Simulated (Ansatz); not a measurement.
Structure optimisation: manganese, alpha-Mn (A12)

Method: DFT, LDA (PW92), plane waves (420 eV) with PAW, scalar-relativistic in Ansatz 0.2.0. The PAW files were generated under PBE, with cores re-solved for the functional.

k-point mesh 3×3×3, Fermi-Dirac smearing 0.05 eV, starting moments 3.00, -2.50 ×4, 0.60 ×12, -0.60 ×12 μB. Cell and atoms relax.

Starting structure:

```yaml
crystal:
  lattice:
    - [-4.4, 4.4, 4.4]
    - [4.4, -4.4, 4.4]
    - [4.4, 4.4, -4.4]
  atoms:
    - { symbol: Mn, position: [0.366, 1.0, 1.0], spin: -2.5 }
    - { symbol: Mn, position: [0.609, 0.323, 0.0], spin: 0.6 }
    - { symbol: Mn, position: [0.609, 0.0, 0.323], spin: 0.6 }
    - { symbol: Mn, position: [0.811, 0.633, 1.0], spin: -0.6 }
    - { symbol: Mn, position: [0.811, 0.0, 0.633], spin: -0.6 }
    - { symbol: Mn, position: [0.822, 0.189, 0.189], spin: -0.6 }
    - { symbol: Mn, position: [0.0, 0.366, 0.0], spin: -2.5 }
    - { symbol: Mn, position: [0.323, 0.609, 0.0], spin: 0.6 }
    - { symbol: Mn, position: [0.0, 0.609, 0.323], spin: 0.6 }
    - { symbol: Mn, position: [0.633, 0.811, 0.0], spin: -0.6 }
    - { symbol: Mn, position: [1.0, 0.811, 0.633], spin: -0.6 }
    - { symbol: Mn, position: [0.189, 0.822, 0.189], spin: -0.6 }
    - { symbol: Mn, position: [0.0, 0.0, 0.366], spin: -2.5 }
    - { symbol: Mn, position: [0.0, 0.323, 0.609], spin: 0.6 }
    - { symbol: Mn, position: [0.323, 0.0, 0.609], spin: 0.6 }
    - { symbol: Mn, position: [0.0, 0.633, 0.811], spin: -0.6 }
    - { symbol: Mn, position: [0.633, 1.0, 0.811], spin: -0.6 }
    - { symbol: Mn, position: [0.189, 0.189, 0.822], spin: -0.6 }
    - { symbol: Mn, position: [0.0, 0.0, 0.0], spin: 3.0 }
    - { symbol: Mn, position: [0.634, 0.634, 0.634], spin: -2.5 }
    - { symbol: Mn, position: [0.391, 0.391, 0.714], spin: 0.6 }
    - { symbol: Mn, position: [0.714, 0.391, 0.391], spin: 0.6 }
    - { symbol: Mn, position: [0.391, 0.714, 0.391], spin: 0.6 }
    - { symbol: Mn, position: [0.677, 0.677, 0.286], spin: 0.6 }
    - { symbol: Mn, position: [0.286, 0.677, 0.677], spin: 0.6 }
    - { symbol: Mn, position: [0.677, 0.286, 0.677], spin: 0.6 }
    - { symbol: Mn, position: [0.367, 0.367, 0.178], spin: -0.6 }
    - { symbol: Mn, position: [0.178, 0.367, 0.367], spin: -0.6 }
    - { symbol: Mn, position: [0.367, 0.178, 0.367], spin: -0.6 }
hamiltonian:
  xc: lda
  pseudopotentials:
    kind: paw
    azcp:
      Mn: "pseudopotentials/Mn.paw.azcp"
basis:
  ecutwfc: 420
  fft_grid_basis: typed
kpoints:
  mp_grid: { grid: [3, 3, 3], shift: [0, 0, 0] }
magnetization:
  spin_polarized: true
scf:
  occupations: { method: fermi_dirac, width: 0.05 }
relax:
  max_steps: 60
  f_tol: 0.02
  cell: {}
output:
  write_density: true
  write_potential: true
  elf: true
  volumetric_format: npy
```

Problem. What cell does the relaxation end in?

Solution. I-43m (spin ignored) with a = 8.385 Å; 10.16 Å³ per atom against 11.75 at the start (-13.5 %).

Problem. How much energy does the relaxation gain?

Solution. 179.4 meV per atom.

Path of the relaxation (the plane waves are chosen anew near the end, which can shift the energy a little):

```tsv
step	E − E(final) (meV/atom)	V (Å³/atom)	P (GPa)	max force (eV/Å)
0	179.45	11.750	-30.51	0.577
1	12.02	10.526	-9.71	0.149
2	1.47	10.027	4.47	0.091
3	-0.32	10.169	-0.21	0.063
4	-0.46	10.165	0.00	0.002
5	0.00	10.165	-0.05	0.002
6	0.00	10.164	0.00	0.001
7	0.00	10.164	0.00	0.001
```

Problem. Which magnetic state does it end in?

Solution. ferrimagnetic, largest moment 1.03 μB in the atomic sphere; moments 1.03, -0.36 ×4, 0.04 ×12, -0.01 ×12 μB.
